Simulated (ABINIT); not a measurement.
# Al (Fm-3m) in ABINIT: a series of runs

The runs below take Al through equation of state, with PBE.

All numbers are computed with ABINIT 10.8.3 (patched build); they aren't measurements. Logs are shortened: lines on timing, memory, paths and dates and some standing lists are left out, and cuts for length are marked. The log counts tension as positive stress, the text compression.

**What was measured.**

“The interpretation of polycrystalline coherent inelastic neutron scattering from aluminium”, 2013, pmc:3831299 quotes, for a bulk crystal of Al: bulk modulus 76.9 GPa.

The runs below are set against these values where they give the same quantity.

## Step 1: The structure

The structure is cubic, space group Fm-3m (No. 225). The conventional cell has a = 4.050 Å, b = 4.050 Å, c = 4.050 Å, α = 90.00°, β = 90.00°, γ = 90.00°. Al (site symmetry m-3m) has 12 Al at 2.86 Å as nearest neighbours.

## Step 2: Equation of state, PBE

run.abi reads:

```
# Datasets: one volume each
ndtset 7
getwfk -1
scalecart1 3*0.9795861087
scalecart2 3*0.9864848297
scalecart3 3*0.9932883884
scalecart4 3*1.0000000000
scalecart5 3*1.0066227096
scalecart6 3*1.0131594038
scalecart7 3*1.0196128224

# Pseudopotentials
pp_dirpath "./"
pseudos "Al.upf"

# Structure
acell 3*1.0 Angstrom
rprim
     0.0000000000     2.0248050000     2.0248050000
     2.0248050000     0.0000000000     2.0248050000
     2.0248050000     2.0248050000     0.0000000000
ntypat 1
znucl 13
natom 1
typat 1
xred
     0.0000000000     0.0000000000     0.0000000000

# Plane-wave basis
ecut 20.0

# k points
kptopt 1
ngkpt 11 11 11
nshiftk 1
shiftk 0.0 0.0 0.0

# Exchange and correlation
ixc 11

# Bands and occupations
nband 6
occopt 3
tsmear 0.05 eV

# SCF cycle
nstep 100
tolvrs 1.0e-10

# Output
iomode 3
prtwf 1
prtden 0
prteig 0
prtebands 0
```

Potentials or basis: PseudoDojo NC SR PBE v0.5 stringent.

Command:

```console
$ abinit run.abi > log 2>&1
```

run.abo:

```text
.Version 10.8.3 of ABINIT
 DATASET    1 : space group Fm -3 m (#225); Bravais cF (face-center cubic)
================================================================================
 Values of the parameters that define the memory need for DATASET  1.
     intxc =       0    ionmov =       0      iscf =       7    lmnmax =       6
     lnmax =       6     mgfft =      24  mpssoang =       3    mqgrid =    3001
     natom =       1  nloc_mem =       1    nspden =       1   nspinor =       1
    nsppol =       1      nsym =      48    n1xccc =    2501    ntypat =       1
    occopt =       3   xclevel =       2
       mpw =         462          nfft =       13824          nkpt =          56
================================================================================
================================================================================
[... 61 lines left out ...]
 DATASET    7 : space group Fm -3 m (#225); Bravais cF (face-center cubic)
================================================================================
 Values of the parameters that define the memory need for DATASET  7.
     intxc =       0    ionmov =       0      iscf =       7    lmnmax =       6
     lnmax =       6     mgfft =      24  mpssoang =       3    mqgrid =    3001
     natom =       1  nloc_mem =       1    nspden =       1   nspinor =       1
    nsppol =       1      nsym =      48    n1xccc =    2501    ntypat =       1
    occopt =       3   xclevel =       2
       mpw =         532          nfft =       13824          nkpt =          56
================================================================================
================================================================================

--------------------------------------------------------------------------------
------------- Echo of variables that govern the present computation ------------
--------------------------------------------------------------------------------
 -outvars: echo values of preprocessed input variables --------
            acell      1.8897261259E+00  1.8897261259E+00  1.8897261259E+00 Bohr
              amu      2.69815390E+01
             ecut      2.00000000E+01 Hartree
           getwfk          -1
                       outvar_i_n : Printing only first  50 k-points.
              ixc          11
           jdtset        1    2    3    4    5    6    7
                       outvar_i_n : Printing only first  50 k-points.
         kptrlatt       11    0    0      0   11    0      0    0   11
          kptrlen1     5.83085676E+01
          kptrlen2     5.87192048E+01
          kptrlen3     5.91241777E+01
          kptrlen4     5.95236775E+01
          kptrlen5     5.99178855E+01
          kptrlen6     6.03069736E+01
          kptrlen7     6.06911048E+01
[... 30 lines left out ...]
                       2.0514502266E+00  2.0514502266E+00  0.0000000000E+00
            rprim7     0.0000000000E+00  2.0645171409E+00  2.0645171409E+00
                       2.0645171409E+00  0.0000000000E+00  2.0645171409E+00
                       2.0645171409E+00  2.0645171409E+00  0.0000000000E+00
          spgroup         225
           tolvrs      1.00000000E-10
           tsmear      1.83746611E-03 Hartree
            typat      1
                       outvars : Printing only first  50 k-points.
            znucl       13.00000

================================================================================

 chkinp: Checking input parameters for consistency, jdtset=   1.

 chkinp: Checking input parameters for consistency, jdtset=   2.
[... 36 lines left out ...]
 getcut : COMMENT -
  Note that boxcut > 2.2 ; recall that boxcut=Gcut(box)/Gcut(sphere) = 2
  is sufficient for exact treatment of convolution.
  Such a large boxcut is a waste : you could raise ecut
  e.g. ecut=   25.290235 Hartrees makes boxcut=2

--- Pseudopotential description ------------------------------------------------
- pspini: atom type   1  psp file is ./Al.upf
12 -101130 2 -1 1876                          pspcod,pspxc,lmax,lloc,mmax
     nproj     2     2     2

   1.22442163E+01                                ecore*ucvol(ha*bohr**3)
--------------------------------------------------------------------------------

================================================================================

--- !BeginCycle
iteration_state: {dtset: 1, }
solver: {iscf: 7, nstep: 100, nline: 4, wfoptalg: 0, }
tolerances: {tolvrs: 1.00E-10, }
...
[... 953 lines left out ...]
-Cartesian components of stress tensor (GPa)         [Pressure= -4.5740E+00 GPa]
- sigma(1 1)=  4.57397636E+00  sigma(3 2)=  0.00000000E+00
- sigma(2 2)=  4.57397636E+00  sigma(3 1)=  0.00000000E+00
- sigma(3 3)=  4.57397636E+00  sigma(2 1)=  0.00000000E+00

== END DATASET(S) ==============================================================
================================================================================

 -outvars: echo values of variables after computation  --------
            acell      1.8897261259E+00  1.8897261259E+00  1.8897261259E+00 Bohr
           etotal1    -2.3175127179E+00
           etotal2    -2.3177995629E+00
           etotal3    -2.3179409356E+00
           etotal4    -2.3179515344E+00
           etotal5    -2.3178449661E+00
           etotal6    -2.3176335861E+00
           etotal7    -2.3173288483E+00
            fcart1    -0.0000000000E+00 -0.0000000000E+00 -0.0000000000E+00
            fcart2    -0.0000000000E+00 -0.0000000000E+00 -0.0000000000E+00
            fcart3    -0.0000000000E+00 -0.0000000000E+00 -0.0000000000E+00
            fcart4    -0.0000000000E+00 -0.0000000000E+00 -0.0000000000E+00
            fcart5    -0.0000000000E+00 -0.0000000000E+00 -0.0000000000E+00
            fcart6    -0.0000000000E+00 -0.0000000000E+00 -0.0000000000E+00
            fcart7    -0.0000000000E+00 -0.0000000000E+00 -0.0000000000E+00
            rprim1     0.0000000000E+00  1.9834708508E+00  1.9834708508E+00
                       1.9834708508E+00  0.0000000000E+00  1.9834708508E+00
                       1.9834708508E+00  1.9834708508E+00  0.0000000000E+00
[... 17 lines left out ...]
                       2.0645171409E+00  2.0645171409E+00  0.0000000000E+00
           strten1    -1.6248894900E-04 -1.6248894900E-04 -1.6248894900E-04
                       0.0000000000E+00  0.0000000000E+00  0.0000000000E+00
           strten2    -9.4050066596E-05 -9.4050066596E-05 -9.4050066596E-05
                       0.0000000000E+00  0.0000000000E+00  0.0000000000E+00
           strten3    -3.2552460764E-05 -3.2552460764E-05 -3.2552460764E-05
                       0.0000000000E+00  0.0000000000E+00  0.0000000000E+00
           strten4     2.2617304897E-05  2.2617304897E-05  2.2617304897E-05
                       0.0000000000E+00  0.0000000000E+00  0.0000000000E+00
           strten5     7.2012072814E-05  7.2012072814E-05  7.2012072814E-05
                       0.0000000000E+00  0.0000000000E+00  0.0000000000E+00
           strten6     1.1614867763E-04  1.1614867763E-04  1.1614867763E-04
                       0.0000000000E+00  0.0000000000E+00  0.0000000000E+00
           strten7     1.5546629648E-04  1.5546629648E-04  1.5546629648E-04
                       0.0000000000E+00  0.0000000000E+00  0.0000000000E+00
 Calculation completed.
```

Wall time 18 s (1 thread of Arm Neoverse V2, shared host); peak memory 0.09 GiB.

What came out:

* Equilibrium volume: 16.46 Å³/atom
* Bulk modulus: 80 GPa
* Pressure derivative of the bulk modulus: 4.5

Energy against volume, from the lowest point:
| volume (Å³/atom) | energy (meV/atom) |
| --- | --- |
| 15.607 | 11.94 |
| 15.939 | 4.14 |
| 16.271 | 0.29 |
| 16.603 | 0.00 |
| 16.935 | 2.90 |
| 17.267 | 8.65 |
| 17.599 | 16.94 |

Caveat: pressures at fixed basis lie under the slope of the energies.

## Step 3: Equation of state, PBE

run.abi, as its differences from that of step 2:

```diff
@@ -13,3 +13,3 @@
 pp_dirpath "./"
-pseudos "Al.upf"
+pseudos "Al_ONCV_PBE-1.2.upf"
 
@@ -29,3 +29,3 @@
 # Plane-wave basis
-ecut 20.0
+ecut 35.0
 
@@ -41,3 +41,3 @@
 # Bands and occupations
-nband 6
+nband 10
 occopt 3
```

Potentials or basis: SG15 NC PBE v1.2.

Command:

```console
$ abinit run.abi > log 2>&1
```

Wall time 63 s (1 thread of Arm Neoverse V2, shared host); peak memory 0.1 GiB.

The run converged. Its results:

```yaml
Equilibrium_volume: 16.55 Å³/atom
Bulk_modulus: 79 GPa
Pressure_derivative_of_the_bulk_modulus: 4.5
```

Energy against volume, from the lowest point:
| volume (Å³/atom) | energy (meV/atom) |
| --- | --- |
| 15.607 | 14.90 |
| 15.939 | 6.05 |
| 16.271 | 1.21 |
| 16.603 | 0.00 |
| 16.935 | 2.03 |
| 17.267 | 6.99 |
| 17.599 | 14.51 |

Caveat: pressures at fixed basis lie under the slope of the energies.

## Step 4: Equation of state, PBE

run.abi, as its differences from that of step 3:

```diff
@@ -13,3 +13,3 @@
 pp_dirpath "./"
-pseudos "Al_ONCV_PBE-1.2.upf"
+pseudos "Al.upf"
 
@@ -29,3 +29,3 @@
 # Plane-wave basis
-ecut 35.0
+ecut 20.0
 
@@ -41,3 +41,3 @@
 # Bands and occupations
-nband 10
+nband 6
 occopt 3
```

Potentials or basis: Ansatz NC PBE.

Command:

```console
$ abinit run.abi > log 2>&1
```

It took 19 s on 1 thread of Arm Neoverse V2, shared host; peak memory 0.09 GiB.

It converged, with:

| Item | Value |
| --- | --- |
| Equilibrium volume | 16.52 Å³/atom |
| Bulk modulus | 79 GPa |
| Pressure derivative of the bulk modulus | 4.5 |

Energy against volume, from the lowest point:
| volume (Å³/atom) | energy (meV/atom) |
| --- | --- |
| 15.607 | 13.53 |
| 15.939 | 5.19 |
| 16.271 | 0.82 |
| 16.603 | 0.00 |
| 16.935 | 2.38 |
| 17.267 | 7.62 |
| 17.599 | 15.40 |

Caveat: pressures at fixed basis lie under the slope of the energies.

## Step 5: Equation of state, PBE

run.abi, as its differences from that of step 4:

```diff
@@ -13,3 +13,3 @@
 pp_dirpath "./"
-pseudos "Al.upf"
+pseudos "13_Al_3_1.9_1.9_pbe_n_v1.0.psp8"
 
@@ -29,3 +29,3 @@
 # Plane-wave basis
-ecut 20.0
+ecut 16.0
```

Potentials or basis: SPMS NC PBE v1.0.

Command:

```console
$ abinit run.abi > log 2>&1
```

Wall time 10 s (1 thread of Arm Neoverse V2, shared host); peak memory 0.09 GiB.

Results (log left out):

```yaml
Equilibrium_volume: 16.48 Å³/atom
Bulk_modulus: 79 GPa
Pressure_derivative_of_the_bulk_modulus: 4.2
```

Energy against volume, from the lowest point:
```tsv
volume (Å³/atom)	energy (meV/atom)
15.607	12.20
15.939	4.34
16.271	0.42
16.603	0.00
16.935	2.76
17.267	8.40
17.599	16.59
```

Caveat: pressures at fixed basis lie under the slope of the energies.

## Step 6: The runs side by side

| potentials or basis | cutoff (eV) | V0 of scaled cells (Å³/atom) | B0 (GPa) |
| --- | --- | --- | --- |
| PseudoDojo NC SR PBE v0.5 stringent | 544 | 16.46 | 80 |
| SG15 NC PBE v1.2 | 952 | 16.55 | 79 |
| Ansatz NC PBE | 544 | 16.52 | 79 |
| SPMS NC PBE v1.0 | 435 | 16.48 | 79 |

Alike in all rows: task equation of state; level PBE; no spin polarisation; cell as given; k mesh 11 × 11 × 11; smearing fermi-dirac 0.05 eV.

Caveats: pressures at fixed basis lie under the slope of the energies.

Total energies depend on the potentials used, so only differences within one code and one set of settings carry meaning.

## Step 7: Against experiment

Step 2. Against the measured bulk modulus of Al, 76.9 GPa (quoted in “The interpretation of polycrystalline coherent inelastic neutron scattering from aluminium”, 2013, pmc:3831299), the calculated 80 GPa is off by +3.6 %. The fit is for a static lattice scaled at fixed shape and fixed fractional positions. The cell as given is a measured one (16.60 Å³/atom); PBE puts the equilibrium volume -0.8 % from it, thermal expansion not counted.

Step 3. Against the measured bulk modulus of Al, 76.9 GPa (quoted in “The interpretation of polycrystalline coherent inelastic neutron scattering from aluminium”, 2013, pmc:3831299), the calculated 79 GPa is off by +2.9 %. The fit is for a static lattice scaled at fixed shape and fixed fractional positions. The cell as given is a measured one (16.60 Å³/atom); PBE puts the equilibrium volume -0.3 % from it, thermal expansion not counted.

Step 4. A measured bulk modulus of Al is 76.9 GPa (quoted in “The interpretation of polycrystalline coherent inelastic neutron scattering from aluminium”, 2013, pmc:3831299); the calculated 79 GPa misses it by +2.3 %. The fit is for a static lattice scaled at fixed shape and fixed fractional positions. The cell as given is a measured one (16.60 Å³/atom); PBE puts the equilibrium volume -0.5 % from it, thermal expansion not counted.

Step 5. Against the measured bulk modulus of Al, 76.9 GPa (quoted in “The interpretation of polycrystalline coherent inelastic neutron scattering from aluminium”, 2013, pmc:3831299), the calculated 79 GPa is off by +2.8 %. The fit is for a static lattice scaled at fixed shape and fixed fractional positions. The cell as given is a measured one (16.60 Å³/atom); PBE puts the equilibrium volume -0.8 % from it, thermal expansion not counted.
